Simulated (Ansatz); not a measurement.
# WS2: the cost of one run

Program: Ansatz 0.2.0. Level of theory: DFT LDA, scalar-relativistic, plane waves, PAW. These are calculated values, not measurements.

2 further runs of the same task are left out: 2 that didn't finish.

### 1 The starting structure

The structure is hexagonal, space group P-6m2 (No. 187). The conventional cell has a = 3.125 Å, b = 3.125 Å, c = 16.953 Å, α = 90.00°, β = 90.00°, γ = 120.00°. W (site symmetry -6m2) is surrounded by 6 S at 2.39 Å. S (site symmetry 3m) has 3 W at 2.39 Å as nearest neighbours.

As a file:

```
W S
1.0
     3.12548    0.00000    0.00000
    -1.56274    2.70675    0.00000
     0.00000    0.00000   16.95311
W S
1 2
Cartesian
  0.0000 1.8045 0.0000
  1.5627 0.9022 15.3925
  1.5627 0.9022 1.5606
```

It goes back to an entry of the Materials Project, which need not be the stable form.

It is the result of an earlier relaxation at this level (volume 47.81 Å³/atom; gap on the mesh: 1.99 eV).

### 2 The reference cell

The reference gives a free energy of -11871.5833 eV, pressure -0.01 GPa, largest force 0.002 eV/Å and gap on the mesh 1.99 eV. It was computed beforehand with the settings of the runs below.

### 3 The disturbance

All atoms moved at random, sigma 0.1 Å a component, cell strained at random, sigma 0.03. Displacements in the unstrained cell, with the mean shift removed:

```csv
atom,ux (Å),uy (Å),uz (Å)
W1,0.103,-0.114,-0.067
S2,-0.025,-0.092,0.149
S3,-0.078,0.206,-0.082
```

Strain (xx, yy, zz, yz, xz, xy; engineering shear): (0.0039, -0.0059, 0.0577, -0.0078, 0.0003, -0.0652).

### 4 Single point of the disturbed structure

File input.yaml:

```yaml
crystal:
  lattice:
    - [3.1377493201, -0.1019164951, 0.0005165063]
    - [-1.6571369339, 2.7416992086, -0.0108341442]
    - [0.0028016125, -0.0662397709, 17.9305637176]
  atoms:
    - { symbol: W, position: [0.3452572877, 0.6244599908, -0.0039294872] }
    - { symbol: S, position: [0.6415159317, 0.2992586073, 0.9167110055] }
    - { symbol: S, position: [0.6798934474, 0.4096147353, 0.0872184817] }
basis:
  ecutwfc: 420
kpoints:
  mp_grid: { grid: [12, 12, 2] }
hamiltonian:
  xc: lda
scf:
  occupations: { method: gaussian, width: 0.05 }
output:
  forces: true
  stress: true
  eigenvalues: true
```

On the command line:

```
$ ansatz run input.yaml --threads 1 --pin off --max-ram 2560MiB --backend cpu --events-out ev --progress --plain --runs-dir out
```

**Question.** How long does this run take on 1 thread of Arm Neoverse V1, shared host, and how much memory does it need?

About 32 s, with a peak of 0.57 GiB.
